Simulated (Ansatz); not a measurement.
Wanted: the native input for an Ansatz 0.2.0 run.

```
Task                : single point
Functional          : PBE
Potentials or basis : all-electron LAPW, scalar-relativistic
Cutoff              : 267 eV (chosen from the basis error)
Basis error allowed : 0.001 eV/atom
k mesh              : 7 × 7 × 7
Occupations         : fermi-dirac, width 0.05 eV
Spin                : no spin polarisation
```

Crystal: Sn.

```
Sn
1.0
     0.00000    3.23334    3.23334
     3.23334    0.00000    3.23334
     3.23334    3.23334    0.00000
Sn
2
Direct
  0.75132 0.75902 0.76259
  0.49467 0.50900 0.50001
```

This isn't the form of Sn at room conditions, which is tetragonal (white tin).

The cell isn't the ideal one: atoms moved at random, drawn with an rms of 0.05 Å.

One way to write it, as run:

input.yaml

```yaml
crystal:
  lattice:
    - [0.0, 3.2333428, 3.2333428]
    - [3.2333428, 0.0, 3.2333428]
    - [3.2333428, 3.2333428, 0.0]
  atoms:
    - { symbol: Sn, position: [0.751324, 0.759019, 0.762588] }
    - { symbol: Sn, position: [0.494671, 0.509002, 0.500009] }
kpoints:
  mp_grid: { grid: [7, 7, 7] }
scf:
  occupations: { method: fermi_dirac, width: 0.05 }
hamiltonian:
  xc: pbe
  pseudopotentials: { kind: all_electron, lapw: { basis_error: 0.001 } }
output:
  forces: true
  stress: true
  eigenvalues: true
  populations: true
```

Potentials or basis: all-electron LAPW, scalar-relativistic.

Run with:

```sh
$ ansatz run input.yaml --threads 1 --pin off --max-ram 2560MiB --backend cpu --events-out ev --progress --plain --runs-dir out
```

Results of the run:

```
Pressure               : 3.9 GPa
Largest force          : 0.584 eV/Å
Band gap on the k mesh : none (metal or under the smearing width)
```

Run time: 70 s on 1 thread of Intel(R) Xeon(R) Platinum 8259CL CPU @ 2.50GHz (Skylake/Cascade Lake), on a shared host, peak memory 0.76 GiB.
